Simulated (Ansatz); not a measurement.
Crystal: WS2.

```
W S
1.0
     1.57900    0.91164    6.16333
    -1.57900    0.91164    6.16333
     0.00000   -1.82327    6.16333
W S
1 2
Direct
  0.00000 0.00000 0.00000
  0.58100 0.58100 0.58100
  0.75030 0.75030 0.75030
```

Measurements of this composition are mostly on another form, of space group No. 194.

Base run:

```yaml
Program: Ansatz 0.2.0
Functional: PBE0
Potentials_or_basis: Ansatz PAW
Cutoff: "420 eV (not typed: the program's choice for these potentials)"
k_mesh: 6 × 6 × 6
Occupations: fermi-dirac, width 0.05 eV
Spin: no spin polarisation
```

Its results: band gap on the k mesh 2.20 eV, indirect (least direct gap 3.06 eV); pressure 0.0 GPa; largest force 0.657 eV/Å.

Q: The run is repeated on the same cell with these changes: functional from PBE0 to HSE06; k mesh from 6 × 6 × 6 to 8 × 8 × 8. What comes out?

A: Band gap on the k mesh 1.70 eV, indirect (least direct gap 2.86 eV); pressure 0.1 GPa; largest force 0.653 eV/Å.

Several settings changed at once, so the effect can't be laid on one alone.

Caveats: spin-orbit coupling is left out, which moves the levels of the heavy elements; the PAW data sets come from PBE, with cores solved anew for the run's functional, which leaves a small shift of forces and pressure; the thresholds are loose for stress; the k mesh misses the band edges, so the gap on the mesh is wider than the one along the path (some runs).
